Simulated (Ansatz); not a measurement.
**Relaxing an invented HfN structure**

All numbers below come from DFT PBE, scalar-relativistic, plane waves, PAW in Ansatz. Cutoff 420 eV, Gaussian smearing, Γ-centred meshes. Cell and atoms relax first on a coarse mesh and then on a finer one. In between, the cell is made exact in the group found at 0.06 Å. In metals the finer mesh still leaves noise of several meV/atom or more. The steps can't lower the symmetry of their start. No spin polarisation.

A trial structure of HfN was built thus: random cell by space group and Wyckoff sites (Amm2, No. 38). Lengths were set from tabulated atomic sizes, so they are only a guess.

```cif
data_structure
_symmetry_space_group_name_H-M 'P 1'
_symmetry_Int_Tables_number 1
_cell_length_a 4.0167
_cell_length_b 2.8768
_cell_length_c 2.8768
_cell_angle_alpha 92.090
_cell_angle_beta 90.000
_cell_angle_gamma 90.000
_cell_volume 33.22
loop_
_atom_site_label
_atom_site_type_symbol
_atom_site_fract_x
_atom_site_fract_y
_atom_site_fract_z
_atom_site_occupancy
Hf1 Hf 0.00000 0.05013 0.05013 1
N1 N 0.50000 0.89024 0.89024 1
```

Energies over the elements count from the elements' standard structures at the same level (N₂ as a molecule), with no fitted energy shifts.

Problem. Describe the relaxed structure.

Solution. The symmetry goes from Amm2 (No. 38) to P-6m2 (No. 187). The end has the tungsten carbide type. The volume per atom shrinks by 27.1 %, from 16.6 to 12.1 Å³. The shortest distance goes from 2.11 Å (Hf–N) to 2.31 Å (Hf–N). The energy falls by about 1.8 eV/atom (the start's value is from the coarse mesh). The end is written in a standard setting, so origin, axes and order of atoms can differ from the start's. Conventional cell: a = 3.101 Å, c = 2.911 Å. Hf is surrounded by 6 N at 2.31 Å, 2 Hf at 2.91 Å and 6 Hf at 3.10 Å; N has 6 Hf at 2.31 Å.

```xyz
2
Lattice="3.1006 0.0000 0.0000 -1.5503 2.6852 0.0000 0.0000 0.0000 2.9107" Properties=species:S:1:pos:R:3 pbc="T T T"
Hf    0.0000    0.0000    0.0000
N     1.5503    0.8951    1.4554
```

Problem. How does it come out in energy, and is it a metal?

Solution. The energy over the elements is −1.28 eV/atom and the gap on the 24×24×20 mesh of the 2-atom cell is 0 eV (a metal).

The last run used Gaussian smearing of 0.10 eV. Spin–orbit coupling, which can matter for Hf, is left out. The cell is a metal run without spin; a magnetic state may lie lower. Symmetry constrained the relaxation, so the result can be a saddle point. In all, the 4 runs took 3.6 min on 1 thread of Arm Neoverse V1, on a shared host. Another cell of HfN relaxed alike, in Fm-3m (a cell as deposited in COD), lies 0.38 eV/atom lower, so this cell isn't the stable form at this level.
